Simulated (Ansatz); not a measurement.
RuO2: biaxial strain −0.71 %, plane normal [001], relaxed out of plane

Take RuO$_{2}$ in the rutile structure (space group P4_2/mnm, No. 136; a = 4.523 Å, c = 3.119 Å) as the base. Axes: x, y, z lie along a, b, c of the conventional cell.

Perturbation: compressive biaxial strain of 0.71 % in the plane normal to [001], as in epitaxy on a mismatched substrate; the out-of-plane cell vector and the atoms relax.

Calculations: PBE (Ansatz, a quantum-chemistry and plane-wave program; PAW; 420 eV plane waves; no spin-orbit coupling). k-mesh 10×10×15 (Γ-centred); smearing 0.05 eV (Fermi–Dirac).

The volume per atom drops by 0.10 Å³ (10.64 Å³ → 10.54 Å³) and the space group is still P4_2/mnm (No. 136). The shortest interatomic distance drops by 0.0098 Å, from 1.955 Å to 1.946 Å and the band gap stays zero. The out-of-plane strain amounts to +0.51 % (rough) and the mean in-plane stress (compression positive) is +2.9 GPa (rough).

Cost of the whole job for the changed cell (relaxation, final SCF and bands): around 100 core-seconds (rough).

Without a gap, meshes like the base's 10×10×15 leave anisotropic stresses uncertain by several tenths of a GPa, and small strain energies with them. Stability against distortions was not tested. No Hubbard U is applied, and correlation can decide whether such a compound is a metal. All final runs are without spin polarisation.
